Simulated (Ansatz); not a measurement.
# B5P5H2 (flat sheet): the cost of one run

Method: DFT PBE, scalar-relativistic, plane waves, PAW, in Ansatz 0.2.0.

## Step 1: The system as given

It takes space group P-6m2 (No. 187, hexagonal). The conventional cell has a = 3.214 Å, b = 3.214 Å, c = 23.800 Å, α = 90.00°, β = 90.00°, γ = 120.00°. Around B (site symmetry -6m2) lie 3 P at 1.86 Å. P (site symmetry -6m2) is surrounded by 3 B at 1.86 Å.

Coordinates:

```
CELL_PARAMETERS angstrom
3.21400 0.00000 0.00000
-1.60700 2.78340 0.00000
0.00000 0.00000 23.80000
ATOMIC_POSITIONS crystal
B 0.33333 0.66667 0.37815
P 0.66667 0.33333 0.37815
```

This sheet was relaxed beforehand with the same method; its gap on the mesh is 0.90 eV.

## Step 2: Building the zigzag ribbon, N = 5 with H caps, edge spins started parallel

The ribbon is cut from the relaxed sheet, periodic along c; N counts formula units a period. The edge energy is the mean of both edges over the sheet, -455.8419 eV an atom. Each H cap counts from half an H2 molecule (-15.872 eV in a separate run).

The cell holds 5 B, 5 P, 2 H: a = 23.700 Å, b = 9.300 Å, c = 3.214 Å, α = 90.00°, β = 90.00°, γ = 90.00°.

## Step 3: Relaxing it

Pressure and volume refer to the whole cell with its vacuum; only the period along c may change.

The input, input.yaml:

```yaml
crystal:
  lattice:
    - [23.7, 0.0, 0.0]
    - [0.0, 9.3, 0.0]
    - [0.0, 0.0, 3.2139963551]
  atoms:
    - { symbol: B, position: [0.2895398917, 0.5, 0.5], spin: 1.0 }
    - { symbol: B, position: [0.4069830348, 0.5, 1.0] }
    - { symbol: B, position: [0.5244261779, 0.5, 0.5] }
    - { symbol: B, position: [0.6418693209, 0.5, 1.0] }
    - { symbol: B, position: [0.759312464, 0.5, 0.5], spin: 1.0 }
    - { symbol: P, position: [0.2503921773, 0.5, 0.0], spin: 1.0 }
    - { symbol: P, position: [0.3678353204, 0.5, 0.5] }
    - { symbol: P, position: [0.4852784635, 0.5, 0.0] }
    - { symbol: P, position: [0.6027216066, 0.5, 0.5] }
    - { symbol: P, position: [0.7201647497, 0.5, 0.0], spin: 1.0 }
    - { symbol: H, position: [0.8095234345, 0.5, 0.5] }
    - { symbol: H, position: [0.1904765655, 0.5, 1.0] }
basis:
  ecutwfc: 420
kpoints:
  mp_grid: { grid: [1, 1, 17] }
hamiltonian:
  xc: pbe
scf:
  occupations: { method: gaussian, width: 0.05 }
output:
  forces: true
  stress: true
  eigenvalues: true
  populations: true
  write_density: true
  write_potential: true
  elf: true
  volumetric_format: npy
magnetization:
  spin_polarized: true
relax:
  adjacent_minimum: "off"
  f_tol: 0.02
  max_steps: 45
  cell: { fix: [a, b, alpha, beta, gamma], stress_tol: 0.03 }
```

The run is started by

```sh
$ ansatz run input.yaml --threads 4 --pin off --max-ram 11264MiB --backend cpu --events-out ev --progress --plain --runs-dir out
```

**Question.** How long does this run take on 4 threads of Intel Xeon 6975P-C (Granite Rapids), shared host, and how much memory does it need?

About 71 s, with a peak of 1.3 GiB.
